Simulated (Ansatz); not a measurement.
**Pb under changes of volume**

One of the cells (30.323 Å³/atom); the others are scaled copies at fixed shape and fractional positions:

```
Pb
1.0
     0.00000    2.47502    2.47502
     2.47502    0.00000    2.47502
     2.47502    2.47502    0.00000
Pb
1
Direct
  0.00000 0.00000 0.00000
```

```yaml
Program: Ansatz 0.2.0
Functional: RPBE
Dispersion: D4
Potentials_or_basis: Ansatz PAW
Cutoff: "420 eV (not typed: the program's choice for these potentials)"
k_mesh: 9 × 9 × 9
Occupations: fermi-dirac, width 0.05 eV
Spin: no spin polarisation
```

```csv
volume (Å³/atom),energy over the lowest point (meV/atom),pressure (GPa)
28.503,21.65,3.7
29.110,?,?
29.716,2.98,1.3
30.323,0.00,0.3
30.929,0.62,-0.6
31.535,4.32,-1.3
32.142,10.69,-2.0
```

Q: What does the run at 29.110 Å³/atom give?

A: Energy over the lowest point 10.04 meV/atom; pressure 2.4 GPa.

Worked out: A Birch-Murnaghan fit of order 3 (a polynomial in V^(-2/3)) to the other rows has its minimum at 30.51 Å³/atom with B0 = V·E''(V) = 45 GPa and B' = 5.9. It gives 9.97 meV/atom at 29.110 Å³/atom, against the run's 10.04, and -dE/dV = 2.4 GPa, against 2.4.

Energies are extrapolated to zero smearing.

Caveats: pairwise dispersion overbinds metals, which lowers pressure and volume; the PAW data sets come from PBE, with cores solved anew for the run's functional, which leaves a small shift of forces and pressure.
